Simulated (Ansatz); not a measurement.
A run of Ansatz 0.2.0:

input.yaml

```yaml
crystal:
  lattice:
    - [-2.574489719, 2.574489719, 1.3974126432]
    - [2.574489719, -2.574489719, 1.3974126432]
    - [2.574489719, 2.574489719, -1.3974126432]
  atoms:
    - { symbol: Ge, position: [0.5, 0.5, 0.0] }
    - { symbol: Ge, position: [0.25, 0.75, 0.5] }
kpoints:
  mp_grid: { grid: [8, 8, 8] }
  band_path:
    path:
      - [0.0, 0.0, 0.0]
      - [0.0, 0.0, 0.5]
      - [-0.5, 0.5, 0.5]
      - [0.0, 0.0, 0.0]
      - [0.323655812, 0.323655812, -0.323655812]
      - [0.25, 0.25, 0.25]
      - [0.0, 0.5, 0.0]
      - [-0.323655812, 0.676344188, 0.323655812]
    npoints: 10
scf:
  occupations: { method: fermi_dirac, width: 0.05 }
hamiltonian:
  xc: pbesol
  pseudopotentials: { kind: all_electron, lapw: { basis_error: 0.001 } }
output:
  forces: true
  stress: true
  eigenvalues: true
```

Potentials or basis: all-electron LAPW, scalar-relativistic.

The run is started by

```bash
$ ansatz run input.yaml --threads 1 --pin off --max-ram 3072MiB --backend cpu --events-out ev --progress --plain --runs-dir out
```

Hardware: 1 thread of Arm Neoverse V2, on a shared host.

**Question.** Estimate the wall time of this run.

**Answer.** It took 14 s on 1 thread of Arm Neoverse V2, with other jobs on the host, peak memory 0.31 GiB. Counts: scf iterations 5, plane waves 343, k points 59, bands 27.
